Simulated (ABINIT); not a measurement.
Here is an ABINIT 10.8.3 (patched build) calculation.

File run.abi:

```
pp_dirpath "./"
pseudos "Ga.upf, N.upf"

acell 3*1.0
rprim
     6.0093290763     0.0000000000     0.0000000000
    -3.0046645382     5.2042316397     0.0000000000
     0.0000000000     0.0000000000     9.7623251598
ntypat 2
znucl 31 7
natom 4
typat 1 1 2 2
xred
     0.6666666667     0.3333333333     0.5000000000
     0.3333333333     0.6666666667     0.0000000000
     0.6666666667     0.3333333333     0.8750000000
     0.3333333333     0.6666666667     0.3750000000

ecut 42.0

kptopt 1
ngkpt 10 10 5
nshiftk 1
shiftk 0.0 0.0 0.0

ixc 11

nband 22
occopt 3
tsmear 0.05 eV

nstep 100
tolvrs 1.0e-10

iomode 3
prtwf 0
prtden 0
prteig 0
prtebands 0
enunit 2
```

Potentials or basis: PseudoDojo NC SR PBE v0.5 standard.

The run is started by

```bash
$ abinit run.abi > log 2>&1
```

(1) Estimate the pressure.

(2) What does it give for the band gap on the k mesh?

Answers

(1) 7.5 GPa.

(2) 2.01 eV, direct.

**The experiment to reproduce.**

From “Studying electronic properties in GaN without electrical contacts using γ-γ vs e−-γ Perturbed Angular Correlations”, 2019, pmc:6823545, for a bulk crystal of GaN: band gap 3.503 ± 0.005 eV (direct).

Against the measured gap of GaN, 3.503 eV (direct; quoted in “Studying electronic properties in GaN without electrical contacts using γ-γ vs e−-γ Perturbed Angular Correlations”, 2019, pmc:6823545), the calculated 2.01 eV is off by -1.50 eV. Spin-orbit coupling on Ga is left out. The value is that of PBE, without temperature or zero-point motion. Semilocal functionals fall short of measured gaps as a rule.
